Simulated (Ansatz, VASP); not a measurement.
AlN in VASP and in Ansatz

```
Al N
1.0
     0.00000    2.03452    2.03452
     2.03452    0.00000    2.03452
     2.03452    2.03452    0.00000
Al N
1 1
Direct
  0.50000 0.50000 0.50000
  0.00000 0.00000 0.00000
```

Alike in both runs: task single point; functional HSE06; k mesh 6 × 6 × 6; occupations fermi-dirac, width 0.05 eV; no spin polarisation.

|  | VASP | Ansatz |
| --- | --- | --- |
| version | VASP 6.6.1 | Ansatz 0.2.0 |
| potentials or method | VASP PAW PBE potentials, release 64 (Al, N), cutoff 520 eV | all-electron PAW datasets made for the crystal |

```csv
,VASP,Ansatz,Ansatz less VASP
gap on the k mesh at the Fermi level (eV),5.77,5.84,+0.067
least direct gap on the mesh (eV),6.90,6.93,+0.025
pressure (GPa),-7.5,-7.5,+0.06
```

Ansatz ran all-electron here, so the differences hold the error of VASP's frozen core and of both bases.

Caveats: the k mesh is coarse (spacing up to 0.45 Å⁻¹), so the values aren't converged, least of all with exact exchange; the PAW data sets were made with another functional, which shifts forces and pressure a little (VASP). A k mesh can miss the band edges.
